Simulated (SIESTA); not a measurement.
Crystal: SnSe.

```
Sn Se
1.0
    11.42000    0.00000    0.00000
     0.00000    4.19000    0.00000
     0.00000    0.00000    4.46000
Sn Se
4 4
Direct
  0.87700 0.75000 0.90900
  0.62300 0.25000 0.40900
  0.37700 0.75000 0.59100
  0.12300 0.25000 0.09100
  0.64300 0.75000 0.98400
  0.85700 0.25000 0.48400
  0.14300 0.75000 0.51600
  0.35700 0.25000 0.01600
```

```yaml
Program: SIESTA 5.4.2
Task: relaxation of cell and atoms
Functional: PBE
Potentials_or_basis: PseudoDojo 0.4 standard (PBE files)
Basis: DZP (energy shift 0.003 Ry; two zetas on semicore shells)
Grid_cutoff: 500 Ry
Energy_shift: 0.003 Ry
k_mesh: 3 × 6 × 6
Occupations: fermi-dirac, width 0.05 eV
Spin: no spin polarisation
```

At the start: pressure 4.0 GPa; volume 26.68 Å³/atom.

**Question.** How do energy, volume and symmetry change on relaxing?

**Answer.** Over 18 steps the energy falls by 32.1 meV/atom and the volume is 28.14 Å³/atom (+5.5 %); space group Pnma (No. 62, to 0.05 Å).

Step by step:
| step | energy change (eV) | largest force (eV/Å) | pressure (GPa) | volume (Å³) |
| --- | --- | --- | --- | --- |
| 1 | 0.0000 | 0.7270 | 3.96 | 213.41 |
| 2 | -0.1829 | 0.2853 | 1.78 | 218.52 |
| 3 | -0.1960 | 0.2726 | -0.97 | 226.84 |
| 4 | -0.2272 | 0.1403 | 0.11 | 223.27 |
| 5 | -0.2334 | 0.0951 | -0.78 | 229.25 |
| 6 | -0.2436 | 0.0595 | -0.40 | 226.65 |
| 7 | -0.2430 | 0.1287 | 0.65 | 223.59 |
| 8 | -0.2509 | 0.0539 | 0.07 | 225.25 |
| 9 | -0.2521 | 0.0580 | -0.09 | 225.18 |
| 10 | -0.2528 | 0.0455 | -0.03 | 225.21 |
| 11 | -0.2546 | 0.0246 | -0.03 | 224.93 |
| 12 | -0.2547 | 0.0488 | -0.02 | 224.48 |
| 13 | -0.2551 | 0.0377 | -0.02 | 224.69 |
| 14 | -0.2548 | 0.0573 | 0.34 | 223.87 |
| 15 | -0.2559 | 0.0239 | 0.14 | 224.31 |
| 16 | -0.2568 | 0.0127 | 0.05 | 224.81 |
| 17 | -0.2567 | 0.0293 | -0.08 | 225.61 |
| 18 | -0.2570 | 0.0131 | -0.01 | 225.15 |

Final structure:
```
CELL_PARAMETERS angstrom
11.86965 0.00000 0.00000
0.00000 4.28883 0.00000
0.00000 0.00000 4.42282
ATOMIC_POSITIONS crystal
Sn 0.88095 0.75000 0.90061
Sn 0.61905 0.25000 0.40061
Sn 0.38095 0.75000 0.59939
Sn 0.11905 0.25000 0.09939
Se 0.64309 0.75000 0.96529
Se 0.85691 0.25000 0.46529
Se 0.14309 0.75000 0.53471
Se 0.35691 0.25000 0.03471
```

Caveat: the basis of atomic orbitals isn't converged, which shifts pressures, moduli and gaps.
